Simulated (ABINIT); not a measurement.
Crystal: MoS2.

```
Mo S
1.0
     1.58000    0.91221    6.15000
    -1.58000    0.91221    6.15000
     0.00000   -1.82443    6.15000
Mo S
1 2
Direct
  0.00000 0.00000 0.00000
  0.41700 0.41700 0.41700
  0.25000 0.25000 0.25000
```

Measurements of this composition are mostly on another form, of space group No. 194.

Base run:

* Program: ABINIT 10.8.3 (patched build)
* Functional: PBE
* Potentials or basis: PseudoDojo NC SR PBE v0.4.1 standard
* Cutoff: 1088 eV
* k mesh: 8 × 8 × 8
* Occupations: fermi-dirac, width 0.05 eV
* Spin: no spin polarisation

Its results: band gap on the k mesh 1.03 eV, indirect (least direct gap 2.02 eV); pressure 5.4 GPa; largest force 0.530 eV/Å.

The run is repeated on the same cell with these changes: functional from PBE to LDA; potentials or basis from PseudoDojo NC SR PBE v0.4.1 standard to PseudoDojo NC SR LDA v0.4.1 standard; cutoff from 1088 eV to 952 eV. What comes out?

Band gap on the k mesh 0.96 eV, indirect (least direct gap 2.02 eV); pressure -2.6 GPa; largest force 0.092 eV/Å.

A k mesh can miss the band edges.
